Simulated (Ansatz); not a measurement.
# MgS at 9 GPa: from Born charge to LO–TO splitting and polaron coupling

The calculation used DFT PBEsol, scalar-relativistic, plane waves, PAW (Ansatz 0.2.0). Settings: 420 eV plane-wave cutoff, Γ-centred 8×8×8 mesh, fixed occupations. No spin polarisation. Phonons by linear response, acoustic sum rule imposed.

The cell, relaxed at 9 GPa:
```xyz
2
Lattice="0.0000 2.5104 2.5104 2.5104 0.0000 2.5104 2.5104 2.5104 0.0000" Properties=species:S:1:pos:R:3 pbc="T T T"
Mg    0.0000    0.0000    0.0000
S     2.5104    2.5104    2.5104
```

Linear response gives ν_TO = 307.4 cm⁻¹, Born charges ±2.221 e (positive on Mg) and ε∞ = 5.571. The primitive cell holds 31.641 Å³, and the masses are 24.305 and 32.060 amu.

Question: Find ν_LO and the static dielectric constant.

Answer: The long-wave field adds a restoring force: ω_LO² − ω_TO² = Z*²e²/(ε_vac ε∞ μV). In these units ν_LO² − ν_TO² = 4.92064×10⁷ Z*²/(μ V ε∞) cm⁻², with μ = m₁m₂/(m₁ + m₂) = 13.825 amu: 99659 cm⁻². So ν_LO = √(307.4² + 99659) = 440.6 cm⁻¹, and the run gives 440.6. Lyddane–Sachs–Teller then gives ε0 = ε∞ (ν_LO/ν_TO)² = 11.45, against 11.45 in the run (it forms both from the same three quantities, so the match checks the arithmetic only). Between ν_TO and ν_LO the dielectric function is negative and an undamped crystal reflects fully: a reststrahlen band from 22.7 to 32.5 μm.

Question: What do the Clausius–Mossotti polarisability and the Szigeti charge come to?

Answer: With the Lorentz local field, α = (3V/4π)(ε∞ − 1)/(ε∞ + 2) = 4.56 Å³ for the pair, and e_S = 3Z*/(ε∞ + 2) = 0.88 e. The Born charge includes the electrons' response to the dipole's own local field, and e_S takes that enhancement out. The Lorentz field assumes point-like polarisable ions, a poor picture once ε∞ is this large, since the electron clouds then overlap or are shared, so both numbers are formal here.

Question: How strongly does a slow electron couple to the LO mode?

Answer: For one isotropic parabolic band, Fröhlich's constant is α_F = (1/ε∞ − 1/ε0) √(m* Ry/ħω_LO), with Ry = 13.606 eV, ħω_LO = 54.6 meV and m* in free-electron masses: α_F = 0.0921 × 15.78 × √m* = 1.45 √m*. The band mass isn't part of this run; for m* = 0.1, 0.3 and 1 it gives 0.46, 0.80, 1.45. In weak coupling the polaron lies α_F ħω_LO below the band edge (44 meV at m* = 0.3) with a mass m*(1 + α_F/6); past α_F of about 5 or 6 that expansion fails. A semilocal functional's ε∞ tends to be too large, which taken alone lowers α_F.